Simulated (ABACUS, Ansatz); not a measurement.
# The equilibrium volume of Rh, sorted by core time

```cif
data_structure
_symmetry_space_group_name_H-M 'Fm-3m'
_symmetry_Int_Tables_number 225
_cell_length_a 3.7957
_cell_length_b 3.7957
_cell_length_c 3.7957
_cell_angle_alpha 90.000
_cell_angle_beta 90.000
_cell_angle_gamma 90.000
_cell_volume 54.69
loop_
_atom_site_label
_atom_site_type_symbol
_atom_site_symmetry_multiplicity
_atom_site_Wyckoff_symbol
_atom_site_fract_x
_atom_site_fract_y
_atom_site_fract_z
_atom_site_occupancy
Rh1 Rh 4 a 0.00000 0.00000 0.00000 1
```

| rung | level | program and potentials | cutoff (eV) | k mesh | smearing | task | core time | chip | equilibrium volume (Å³/atom) | miss | notes |
| --- | --- | --- | --- | --- | --- | --- | --- | --- | --- | --- | --- |
| GGA + dispersion | PBEsol+D3(BJ) | Ansatz, Ansatz PAW | 420 | 12 × 12 × 12 | fermi-dirac 0.05 | relaxation of cell and atoms | 6.2 s | Arm Neoverse V1 | 13.17 | -4.2 % | potentials made for PBE, which Ansatz adapts in part |
| GGA + dispersion | PBEsol+D4 | Ansatz, Ansatz PAW | 420 | 12 × 12 × 12 | fermi-dirac 0.05 | relaxation of cell and atoms | 6.8 s | Arm Neoverse V1 | 13.26 | -3.6 % | potentials made for PBE, which Ansatz adapts in part |
| GGA + dispersion | PBEsol+D3(BJ)+ATM | Ansatz, Ansatz PAW | 420 | 12 × 12 × 12 | fermi-dirac 0.05 | relaxation of cell and atoms | 6.8 s | Arm Neoverse V1 | (a) | ? | potentials made for PBE, which Ansatz adapts in part |
| GGA | PBE | Ansatz, Ansatz PAW | 420 | 12 × 12 × 12 | fermi-dirac 0.05 | equation of state | 7 s | AMD EPYC 7R43 Zen 3 | (b) | ? | - |
| meta-GGA + dispersion | r2SCAN+D3(BJ)+ATM | Ansatz, Ansatz PAW | 500 | 12 × 12 × 12 | fermi-dirac 0.05 | relaxation of cell and atoms | 9.6 s | Arm Neoverse V1 | 13.63 | -0.9 % | potentials made for PBE, which Ansatz adapts in part |
| meta-GGA + dispersion | r2SCAN+D4 | Ansatz, Ansatz PAW | 500 | 12 × 12 × 12 | fermi-dirac 0.05 | relaxation of cell and atoms | 9.8 s | Arm Neoverse V1 | 13.59 | -1.2 % | potentials made for PBE, which Ansatz adapts in part |
| meta-GGA + dispersion | r2SCAN+D3(BJ) | Ansatz, Ansatz PAW | 500 | 12 × 12 × 12 | fermi-dirac 0.05 | relaxation of cell and atoms | 10 s | Arm Neoverse V1 | 13.54 | -1.5 % | potentials made for PBE, which Ansatz adapts in part |
| meta-GGA + dispersion | r2SCAN+rVV10 | Ansatz, Ansatz PAW | 500 | 12 × 12 × 12 | fermi-dirac 0.05 | relaxation of cell and atoms | 12 s | Arm Neoverse V1 | (c) | ? | potentials made for PBE, which Ansatz adapts in part |
| meta-GGA | r2SCAN | Ansatz, Ansatz PAW | 500 | 12 × 12 × 12 | fermi-dirac 0.05 | equation of state | 14 s | AMD EPYC 7R43 Zen 3 | 13.71 | -0.3 % | potentials made for PBE, which Ansatz adapts in part |
| GGA + dispersion | PBE+D4 | Ansatz, all-electron LAPW, scalar-relativistic | - | 12 × 12 × 12 | fermi-dirac 0.05 | relaxation of cell and atoms | 18 s | Arm Neoverse V1 | 13.59 | -1.2 % | - |
| GGA | RPBE | ABACUS, PseudoDojo NC SR 0.4.1 PBE standard, plane waves | 1211 | 10 × 10 × 10 | fermi-dirac 0.05 | equation of state | 44 s | Intel Xeon Platinum 8488C Sapphire Rapids | 14.32 | +4.1 % | potentials made for PBE; fit through 4 volumes |

Times are single runs on shared hosts and different chips, so they are rough; meshes, cutoffs and the tasks' sizes weigh on the time. All rows: no spin polarisation. Smearing widths are in eV. For a metal such meshes aren't converged. Meshes differ between rows, which moves values too. Meshes are those of the run's cell of 1 atom unless a note names another. Relaxations start from the cell shown or near it and stop with a little pressure left. The cell shown, of 13.67 Å³ an atom, is the runs' start and not the measured value. Misses use the values as printed. Runs on faulty files, with rough fits or with known faults for this quantity aren't shown. No row holds spin-orbit coupling.

Measured: 13.75 Å³/atom at 298.15 K (a printed reference work). The runs are for a static lattice.

**Question.** Estimate the values left out from the other rows.

**Answer.** (a) 13.25 Å³/atom, miss -3.6 %; (b) 14.04 Å³/atom, miss +2.1 %; (c) 13.58 Å³/atom, miss -1.2 %.
